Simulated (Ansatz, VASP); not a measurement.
# One calculation of Ta, two programs

INCAR

```
PREC = Accurate
ENCUT = 520
EDIFF = 1E-6
ISMEAR = 0
SIGMA = 0.15
LREAL = False
LASPH = True
NELM = 100
ALGO = Normal
ISIF = 2
LWAVE = False
LCHARG = False
GGA = PS
NBANDS = 12
```

Contents of KPOINTS:

```
regular mesh
0
Gamma
  20 20 20
```

Contents of POSCAR:

```
Ta
1.0
   -1.6512800000      1.6512800000      1.6925620000
    1.6512800000     -1.6512800000      1.6925620000
    1.6512800000      1.6512800000     -1.6925620000
Ta
1
Direct
    0.0000000000      0.0000000000      0.0000000000
```

Input for Ansatz:

```yaml
crystal:
  lattice:
    - [-1.65128, 1.65128, 1.692562]
    - [1.65128, -1.65128, 1.692562]
    - [1.65128, 1.65128, -1.692562]
  atoms:
    - { symbol: Ta, position: [0.0, 0.0, 0.0] }
basis:
  ecutwfc: 420
kpoints:
  mp_grid: { grid: [20, 20, 20] }
hamiltonian:
  xc: pbesol
scf:
  occupations: { method: gaussian, width: 0.15 }
output:
  forces: true
  stress: true
  eigenvalues: true
```

Change from the starting cell: strain +0.000 along x and y, +0.025 along z, atoms carried along.

Alike in both runs: task single point; functional PBEsol; k mesh 20 × 20 × 20; occupations gaussian, width 0.15 eV; no spin polarisation.

```csv
,VASP,Ansatz
version,VASP 6.6.1,Ansatz 0.2.0
potentials or method,"VASP PAW PBE potentials, release 64 (Ta_pv)","scalar-relativistic, plane waves, PAW"
plane-wave cutoff (eV),520,420
valence electrons in the cell,11,13
```

|  | VASP | Ansatz | Ansatz less VASP |
| --- | --- | --- | --- |
| gap on the k mesh at the Fermi level (eV) | none | none | - |
| pressure (GPa) | -8.2 | -8.3 | -0.11 |
| largest component of the traceless stress (GPa) | 1.82 | 1.82 | +0.002 |

A gap of «none» marks a metal or a gap that the smearing closes. The functional is the same, so the differences come from potentials, cutoffs and numerics. The two sets of potentials don't hold the same shells in valence.

Caveats: the PAW data sets were made with another functional, which shifts forces and pressure a little (VASP). The runs have no spin-orbit coupling, so splittings on Ta are missing.
